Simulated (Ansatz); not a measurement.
## Re in Ansatz: convergence with xc grid

The system is Re.

```
CELL_PARAMETERS angstrom
2.76080 0.00000 0.00000
-1.38040 2.39092 0.00000
0.00000 0.00000 4.45820
ATOMIC_POSITIONS crystal
Re 0.66315 0.33308 0.75268
Re 0.33639 0.66928 0.24807
```

The cell isn't the ideal one: atoms moved at random, drawn with an rms of 0.02 Å.

| Quantity | Value |
| --- | --- |
| Program | Ansatz 0.2.0 |
| Task | convergence study |
| Functional | PBEsol |
| Potentials or basis | all-electron LAPW, scalar-relativistic |
| Cutoff | 287 eV (chosen from the basis error) |
| Basis error allowed | 0.001 eV/atom |
| k mesh | 7 × 7 × 4 |
| Occupations | fermi-dirac, width 0.05 eV |
| Spin | no spin polarisation |

These are the settings of the first run; the series varies xc grid, with any setting tied to it.

Hardware: 1 thread of Intel(R) Xeon(R) Processor @ 2.50GHz (Skylake/Cascade Lake), on a shared host.

```tsv
xc grid	energy less the tightest run, at zero smearing (meV/atom)	SCF cycles	CPU time (s)	peak memory (GiB)
1	0.00	8	81	0.53
2	0.00	8	83	0.54
3	0.00	8	80	0.54
4	0.00	8	78	0.54
```

Against the tightest run, the energy stays within 1 meV/atom from 1 on. The tightest run that finished is the yardstick and may itself not be fully converged.

Caveat, for the tightest run too: the k mesh is coarse (spacing up to 0.38 Å⁻¹), so the values aren't converged; the k mesh is thin for a metal, which can move the energy by tens of meV per atom. Spin-orbit coupling is left out, which matters for the levels of Re.
